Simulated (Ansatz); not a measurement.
Method: r²SCAN, scalar-relativistic; collinear spin; PAW, 500 eV, Γ-centred 8×8×8 mesh, 0.05 eV Gaussian smearing; code Ansatz; PAW files: Ansatz's generated set soft_2.

A compound FeX has these computed properties.

* Space group: P6/mmm (No. 191)
* Conventional cell: a = 4.994 Å, b = 4.994 Å, c = 4.115 Å, α = 90.00°, β = 90.00°, γ = 120.00°
* Volume: 14.81 Å³/atom
* Band gap: zero (metallic)
* Density of states at the Fermi level: 0.50 states/(eV·atom)
* Magnetic state: ferromagnetic
* Site spin moments: Fe 2.43; X -0.07, -0.06 μB
* Spin moment of the cell: 6.87 μB
* Bader charges: Fe 0.18; X -0.21, -0.17 e
* Formation energy from the elements (0 K, uncorrected): 0.01 eV/atom
* Bulk modulus (Birch–Murnaghan): 106 GPa

Sites: Fe on 3f, X on 1a, X on 2d.

Which element is X?
A. Ge
B. Zn
C. Ga
D. Se

A. X is Ge, so the compound is FeGe.

The chain of runs began from a structure of the Materials Project database, expanded in volume; all values here are this work's own. Such entries can be computed or ordered models and not known phases.

The moments change along the equation of state, so B0 holds a magnetic softening and is less sure. The run wasn't fully tested for a lower electronic state. Site moments are of spin, integrated over atomic spheres.
